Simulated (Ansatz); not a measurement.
Computed with Ansatz, DFT PBE+D3(BJ), scalar-relativistic, plane waves, PAW. All cells share a 420 eV cutoff and Γ-centred k meshes spaced at most about 0.3 Å⁻¹ (2π included). No spin polarisation.

All energies are static (0 K, no zero-point motion).

**Question.** Which of these relaxed structures of SnSe is the lowest in energy?
A. Space group P-6m2 (No. 187), hexagonal, a = 3.921 Å, c = 11.032 Å. Sn has 3 Se at 2.75 Å; around Se lie 3 Sn at 2.75 Å.
B. Space group Pnma (No. 62), orthorhombic, a = 11.491 Å, b = 4.169 Å, c = 4.381 Å. Around Sn lie 3 Se at 2.77–2.82 Å and 3 Se at 3.27–3.43 Å; Se is surrounded by 3 Sn at 2.77–2.82 Å.

**Answer.** B. The other, A, lies 197 meV/atom higher. Counting Se atoms around Sn (those within 1.25 times the shortest such distance or 1.15 times the sum of covalent radii, 1.27 where that leaves under three; a plus sign parts nearer from farther groups): B has Sn 3+3; A has Sn 3. Origin: A, invented; B, reached from a cell as deposited in COD, among other starts.

Cells relaxed within their symmetry can be saddle points. Some types were kept out of the candidates beforehand, so the set may lack a known form.
